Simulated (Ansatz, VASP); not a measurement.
# Pd: VASP beside Ansatz

POSCAR

```
Pd
1.0
   -1.6031178681      1.6031178681      1.6031178681
    1.6031178681     -1.6031178681      1.6031178681
    1.6031178681      1.6031178681     -1.6031178681
Pd
1
Direct
    0.0000000000      0.0000000000      0.0000000000
```

Contents of INCAR.step1:

```
SYSTEM = Pd
ALGO = Normal
EDIFF = 1E-4
ENCUT = 520
GGA = PE
ISMEAR = -1
LASPH = .TRUE.
LCHARG = .FALSE.
LREAL = .FALSE.
LWAVE = .TRUE.
NBANDS = 11
NELM = 60
PREC = Accurate
SIGMA = 0.05
```

INCAR.step2

```
SYSTEM = Pd
ALGO = Normal
EDIFF = 1E-6
ENCUT = 520
ISIF = 2
ISMEAR = -1
ISTART = 1
LASPH = .TRUE.
LCHARG = .FALSE.
LMIXTAU = .TRUE.
LREAL = .FALSE.
LWAVE = .FALSE.
METAGGA = R2SCAN
NBANDS = 11
NELM = 60
PREC = Accurate
SIGMA = 0.05
```

KPOINTS

```
k-points
0
G
  12 12 12
  0 0 0
```

The input input.yaml:

```yaml
crystal:
  lattice:
    - [-1.6031178681, 1.6031178681, 1.6031178681]
    - [1.6031178681, -1.6031178681, 1.6031178681]
    - [1.6031178681, 1.6031178681, -1.6031178681]
  atoms:
    - { symbol: Pd, position: [0.0, 0.0, 0.0] }
hamiltonian:
  xc: r2scan
  pseudopotentials: { kind: paw }
kpoints:
  mp_grid: { grid: [12, 12, 12] }
scf:
  occupations: { method: fermi_dirac, width: 0.05 }
output:
  forces: true
  stress: true
  eigenvalues: true
  write_density: true
  write_potential: true
  elf: true
  volumetric_format: npy
```

This isn't the form of Pd at room conditions, which is fcc.

Alike in both runs: task single point; functional r2SCAN; k mesh 12 × 12 × 12; occupations fermi-dirac, width 0.05 eV; no spin polarisation.

```csv
,VASP,Ansatz
version,VASP 6.6.1,Ansatz 0.2.0
potentials or method,"VASP PAW PBE potentials, release 64 (Pd)",Ansatz PAW
plane-wave cutoff (eV),520,500
valence electrons in the cell,10,18
```

VASP gave:

* gap on the k mesh at the Fermi level (eV): none
* pressure (GPa): -12.6

Task: What did Ansatz give for the same quantities?

Result: gap on the k mesh at the Fermi level (eV): none; pressure (GPa): -12.9.

A gap of «none» marks a metal or a gap that the smearing closes. The two sets of potentials don't hold the same shells in valence.

Caveats: the PAW data sets were made with another functional, which shifts forces and pressure a little (VASP); the PAW data sets come from PBE, with cores solved anew for the run's functional, which leaves a small shift of forces and pressure (Ansatz).
